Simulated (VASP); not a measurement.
# GaAs (F-43m) in VASP: a series of runs

One crystal, GaAs, is run at these levels: BLYP+D3, BLYP+D3(BJ), BLYP+D4; tasks: relaxation of cell and atoms.

All numbers are computed with VASP 6.6.1; they aren't measurements. Logs are shortened: lines on timing, memory, paths and dates and some standing lists are left out, and cuts for length are marked.

## Step 1: Starting point

The structure is cubic, space group F-43m (No. 216). The conventional cell has a = 5.654 Å, b = 5.654 Å, c = 5.654 Å, α = 90.00°, β = 90.00°, γ = 90.00°. As (site symmetry -43m) is surrounded by 4 Ga at 2.45 Å. Ga (site symmetry -43m) has 4 As at 2.45 Å as nearest neighbours.

## Step 2: Relaxation of cell and atoms, BLYP+D3

File INCAR:

```
  AGGAC = 1.0
  AGGAX = 1.0
  ALDAC = 0.0
  ALDAX = 1.0
  ALGO = Fast
  EDIFF = 1E-7
  EDIFFG = -0.02
  ENCUT = 600
  GGA = B5
  IBRION = 2
  ISIF = 3
  ISMEAR = -1
  IVDW = 11
  LASPH = T
  LCHARG = F
  LREAL = F
  LWAVE = F
  NELM = 100
  NSW = 40
  PREC = Accurate
  SIGMA = 0.05
  VDW_S6 = 1.0
  VDW_S8 = 1.682
  VDW_SR = 1.094
  VDW_SR8 = 1.0
```

File KPOINTS:

```
k-points
0
Gamma
  8 8 8
```

File POSCAR:

```
GaAs
1.0
    0.0000000000      2.8268500000      2.8268500000
    2.8268500000      0.0000000000      2.8268500000
    2.8268500000      2.8268500000      0.0000000000
As Ga
1 1
Direct
    0.7500000000      0.7500000000      0.7500000000
    0.0000000000      0.0000000000      0.0000000000
```

Potentials or basis: VASP PAW PBE potentials, release 64 (As, Ga_d).

The run is started by

```
cat potpaw_PBE.64/As/POTCAR potpaw_PBE.64/Ga_d/POTCAR > POTCAR
mpirun -np 1 vasp_std > vasp.out
```

OUTCAR:

```text
EDIFF = 1E-7
   EDIFFG = -0.02
   ENCUT = 600
   GGA = B5
   IBRION = 2
   ISIF = 3
   ISMEAR = -1
   IVDW = 11
   LASPH = T
   LREAL = F
   NELM = 100
   NSW = 40
   PREC = Accurate
 IVDW          = 11

 ion  position               nearest neighbor table
   1  0.750  0.750  0.750-   2 2.45   2 2.45   2 2.45   2 2.45
   2  0.000  0.000  0.000-   1 2.45   1 2.45   1 2.45   1 2.45

  LATTYP: Found a face centered cubic cell.
 ALAT       =     5.6537000000

  Lattice vectors:

 A1 = (   0.0000000000,   2.8268500000,   2.8268500000)
 A2 = (   2.8268500000,   0.0000000000,   2.8268500000)
 A3 = (   2.8268500000,   2.8268500000,   0.0000000000)

Analysis of symmetry for initial positions (statically):
=====================================================================
 Subroutine PRICEL returns:
 Original cell was already a primitive cell.

 Routine SETGRP: Setting up the symmetry group for a
 face centered cubic supercell.

 Subroutine GETGRP returns: Found 24 space group operations
 (whereof 24 operations were pure point group operations)
 out of a pool of 48 trial point group operations.

The static configuration has the point symmetry T_d .

Analysis of symmetry for dynamics (positions and initial velocities):
=====================================================================
 Subroutine PRICEL returns:
 Original cell was already a primitive cell.

 Routine SETGRP: Setting up the symmetry group for a
 face centered cubic supercell.

 Subroutine GETGRP returns: Found 24 space group operations
 (whereof 24 operations were pure point group operations)
 out of a pool of 48 trial point group operations.

The dynamic configuration has the point symmetry T_d .

 Subroutine INISYM returns: Found 24 space group operations
 (whereof 24 operations are pure point group operations),
 and found     1 'primitive' translations

----------------------------------------------------------------------------------------

                                     Primitive cell

  volume of cell :      45.1792

  direct lattice vectors                    reciprocal lattice vectors
     0.000000000  2.826850000  2.826850000    -0.176875321  0.176875321  0.176875321
     2.826850000  0.000000000  2.826850000     0.176875321 -0.176875321  0.176875321
     2.826850000  2.826850000  0.000000000     0.176875321  0.176875321 -0.176875321

  length of vectors
     3.997769609  3.997769609  3.997769609     0.306357042  0.306357042  0.306357042

  position of ions in fractional coordinates (direct lattice)
     0.750000000  0.750000000  0.750000000
     0.000000000  0.000000000  0.000000000

  ion indices of the primitive-cell ions
   primitive index   ion index
                 1           1
                 2           2

[... 70 lines left out ...]
   NELM   =    100;   NELMIN=  2; NELMDL= -5     # of ELM steps
   EDIFF  = 0.1E-06   stopping-criterion for ELM
   LREAL  =      F    real-space projection
   EDIFFG = -.2E-01   stopping-criterion for IOM
   NSW    =     40    number of steps for IOM
   IBRION =      2    ionic relax: 0-MD 1-quasi-New 2-CG
   NFREE  =      1    steps in history (QN), initial steepest desc. (CG)
   ISIF   =      3    stress and relaxation
   ISYM   =      2    0-nonsym 1-usesym 2-fastsym
   POTIM  = 0.5000    time-step for ionic-motion
   TEBEG  =    0.0;   TEEND  =   0.0 temperature during run
   PSTRESS=    0.0 pullay stress
   NELECT =      18.0000    total number of electrons
   NUPDOWN=      -1.0000    fix difference up-down
   EMIN   =  10.00;   EMAX   =-10.00  energy-range for DOS
   EFERMI =   0.00;   METHOD = LEGACY
   ISMEAR =    -1;   SIGMA  =   0.05  broadening in eV -4-tet -1-fermi 0-gaus
   EFERMI_NEDOS =   21; number of points for ismear=-14 and -15
   IALGO  =     68    algorithm
   IMIX   =      4    mixing-type and parameters
     AMIX     =   0.40;   BMIX     =  1.00
     AMIX_MAG =   1.60;   BMIX_MAG =  1.00
  volume/ion in A,a.u.               =      22.59       152.44
  Fermi-wavevector in a.u.,A,eV,Ry     =   1.204628  2.276417 19.743799  1.451128
  Thomas-Fermi vector in A             =   2.340347
   LORBIT       =      0    0 simple, 1 ext, 2 COOP (PROOUT), +10 PAW based schemes
   GGA     = B5    functional components
   LHFCALC =     F    Hartree Fock is set to
   AEXX    =    0.0000 exact exchange contribution
   IVDW    =    11    specifies the selected vdW correction
   LEPSILON=     F    determine dielectric tensor
   LRPA    =     F    only Hartree local field effects (RPA)
 conjugate gradient relaxation of ions
 non-spin polarized calculation
 RMM-DIIS sequential band-by-band and
  energy-cutoff  :      600.00
  volume of cell :       45.18
 maximum number of plane-waves:      1540
   NGX = 15   NGY = 15   NGZ = 15

--------------------------------------- Ionic step        1  -------------------------------------------

 number of electron      18.0000011 magnetization

 Free energy of the ion-electron system (eV)
  ---------------------------------------------------
  ext. energy  EPLUGINS =         0.00000000
  ---------------------------------------------------
  free energy    TOTEN  =        -6.90604982 eV

  energy without entropy =       -6.90598282  energy(sigma->0) =       -6.90601632

------------------------ aborting loop because EDIFF is reached ----------------------------------------

 Edisp (eV)   -0.88578

 E8    (eV) :    -0.6285
[... 71 lines left out ...]
--------------------------------------- Ionic step        3  -------------------------------------------

 number of electron      17.9999989 magnetization

 Free energy of the ion-electron system (eV)
  ---------------------------------------------------
  ext. energy  EPLUGINS =         0.00000000
  ---------------------------------------------------
  free energy    TOTEN  =        -6.99476513 eV

  energy without entropy =       -6.99422996  energy(sigma->0) =       -6.99449755

 E-fermi :   3.8199     XC(G=0):  -8.7446

 val. band max:        3.7704974018   @ k =   0.0000   0.0000   0.0000
 cond. band min:       4.5835209107   @ k =   0.5000   0.0000   0.0000
 fundamental gap:      0.8130235089
 Fermi energy:         3.8198539952

 k-point     1 :       0.0000    0.0000    0.0000
  band No.  band energies     occupation
      1     -11.0092      2.00000
      2     -11.0092      2.00000
      3     -11.0092      2.00000
      4     -10.9441      2.00000
      5     -10.9441      2.00000
      6      -8.5338      2.00000
      7       3.6926      1.85440
      8       3.7705      1.45705
      9       3.7705      1.45705
     10       3.7705      1.45704
     11       7.5052      0.00000
     12       7.5052      0.00000
     13       7.5052      0.00000
[... 354 lines left out ...]
  band No.  band energies     occupation
      1     -11.0770      2.00000
      2     -10.9894      2.00000
      3     -10.9834      2.00000
      4     -10.9473      2.00000
      5     -10.9412      2.00000
      6      -6.6794      2.00000
      7      -2.4486      2.00000
      8       0.8222      2.00000
      9       2.0231      2.00000
     10       6.5763      0.00000
     11       8.0608      0.00000
     12       9.9094      0.00000
     13      11.2086      0.00000

 [... further k-points ...]

------------------------ aborting loop because EDIFF is reached ----------------------------------------

 Edisp (eV)   -0.83381

 E8    (eV) :    -0.5906
[... 25 lines left out ...]
  FREE ENERGIE OF THE ION-ELECTRON SYSTEM (eV)
  ---------------------------------------------------
  free  energy   TOTEN  =        -7.8285728492 eV

  energy  without entropy=       -7.8280376829  energy(sigma->0) =       -7.82830527

 reached required accuracy - stopping structural energy minimisation
```

CONTCAR:

```text
GaAs
   1.00000000000000
     0.0000000000000000    2.8871970570116061    2.8871970570116061
     2.8871970570116061    0.0000000000000000    2.8871970570116061
     2.8871970570116061    2.8871970570116061   -0.0000000000000000
  As              Ga
     1     1
Direct
     0.7500000000000000    0.7500000000000000    0.7500000000000000
     0.0000000000000000    0.0000000000000000    0.0000000000000000

  0.00000000E+00  0.00000000E+00  0.00000000E+00
  0.00000000E+00  0.00000000E+00  0.00000000E+00
```

Run time: 2.1 min. Hardware: 1 thread of AMD EPYC 7R13 (Zen 3), shared host; peak memory 0.17 GiB.

What came out:

```
Free energy                            : -7.8286 eV
Relaxed volume                         : 24.07 Å³/atom
Relaxed cell                           : a = 4.083 Å, b = 4.083 Å, c = 4.083 Å, α = 60.00°, β = 60.00°, γ = 60.00°
Space group after relaxing (to 0.05 Å) : F-43m (No. 216)
Energy gained by relaxing              : 18.4 meV/atom
Ionic steps                            : 3
Pressure after relaxing                : 0.1 GPa
Band gap on the k mesh                 : none (metal or under the smearing width)
Dispersion energy per atom             : -0.417 eV
```

Step by step:
```tsv
step	energy change (eV)	largest force (eV/Å)	pressure (GPa)	volume (Å³)
1	0.0000	0.0000	4.22	45.18
2	-0.0329	0.0000	-1.16	49.18
3	-0.0367	0.0000	0.07	48.13
```

Final structure:
```cif
data_structure
_symmetry_space_group_name_H-M 'P 1'
_symmetry_Int_Tables_number 1
_cell_length_a 4.0831
_cell_length_b 4.0831
_cell_length_c 4.0831
_cell_angle_alpha 60.000
_cell_angle_beta 60.000
_cell_angle_gamma 60.000
_cell_volume 48.13
loop_
_atom_site_label
_atom_site_type_symbol
_atom_site_fract_x
_atom_site_fract_y
_atom_site_fract_z
_atom_site_occupancy
As1 As 0.75000 0.75000 0.75000 1
Ga1 Ga 0.00000 0.00000 0.00000 1
```

Caveat: the PAW data sets were made with another functional, which shifts forces and pressure a little; pairwise dispersion overbinds metals, which lowers pressure and volume; this crystal is a semiconductor, whose small gap the functional closes, so the metal is an error of the method. Zero-point motion and thermal expansion aren't in these numbers.

## Step 3: Relaxation of cell and atoms, BLYP+D3(BJ)

File INCAR:

```
PREC     = Accurate       # precision mode
ENCUT    = 600            # plane-wave cutoff, eV
EDIFF    = 1E-6           # SCF threshold, eV
ISMEAR   = -1             # smearing method
SIGMA    = 0.05           # smearing width, eV
LREAL    = False          # projectors in reciprocal space
LASPH    = True           # aspherical terms in the spheres
NELM     = 60             # most SCF steps
ALGO     = Fast           # electronic algorithm
ISIF     = 3              # what is computed and relaxed
LWAVE    = False          # write WAVECAR
LCHARG   = False          # write CHGCAR
GGA      = B5             # functional
ALDAX    = 1.0          
AGGAX    = 1.0          
AGGAC    = 1.0          
ALDAC    = 0.0          
IVDW     = 12             # dispersion correction
VDW_S6   = 1.0          
VDW_S8   = 2.6996       
VDW_A1   = 0.4298       
VDW_A2   = 4.2359       
IBRION   = 2              # ionic algorithm
NSW      = 60             # ionic steps
EDIFFG   = -0.005         # ionic threshold
```

File KPOINTS:

```
Automatic mesh
0
Gamma
  8 8 8
```

POSCAR is that of step 2.

Potentials or basis: VASP PAW PBE potentials, release 64 (As, Ga_d).

The run is started by

```
cat potpaw_PBE.64/As/POTCAR potpaw_PBE.64/Ga_d/POTCAR > POTCAR
mpirun -np 1 vasp_std > vasp.out
```

Run time: 1.7 min. Hardware: 1 thread of AMD EPYC 7R13 (Zen 3), shared host; peak memory 0.17 GiB.

It converged, with:

| Property | Result |
| --- | --- |
| Free energy | -8.4014 eV |
| Relaxed volume | 23.02 Å³/atom |
| Relaxed cell | a = 4.023 Å, b = 4.023 Å, c = 4.023 Å, α = 60.00°, β = 60.00°, γ = 60.00° |
| Space group after relaxing (to 0.05 Å) | F-43m (No. 216) |
| Energy gained by relaxing | 1.7 meV/atom |
| Ionic steps | 3 |
| Pressure after relaxing | 0.0 GPa |
| Band gap on the k mesh | 0.25 eV, direct |
| Dispersion energy per atom | -0.730 eV |

Step by step:
```csv
step,energy change (eV),largest force (eV/Å),pressure (GPa),volume (Å³)
1,0.0000,0.0000,1.32,45.18
2,-0.0029,0.0000,-0.45,46.40
3,-0.0035,0.0000,0.01,46.05
```

Final structure:
```
CELL_PARAMETERS angstrom
0.00000 2.84483 2.84483
2.84483 0.00000 2.84483
2.84483 2.84483 0.00000
ATOMIC_POSITIONS crystal
As 0.75000 0.75000 0.75000
Ga 0.00000 0.00000 0.00000
```

Levels at points of the mesh, in eV from the valence-band top:
```
           k point  band 5  band 6  band 7  band 8  band 9  band 10  band 11  band 12  band 13
(0.00, 0.00, 0.00)  -14.78  -12.60    0.00    0.00    0.00     0.25     3.75     3.75     3.75
(0.50, 0.00, 0.00)  -14.77  -10.92   -6.52   -1.11   -1.11     0.93     4.70     4.70     7.96
(0.50, 0.50, 0.00)  -14.77  -10.21   -6.75   -2.58   -2.58     1.66     1.74     9.95     9.95
```

Caveat: the PAW data sets were made with another functional, which shifts forces and pressure a little. A hybrid or GW would open this gap; BLYP tends to underestimate it.

[end of part 1 of 2]
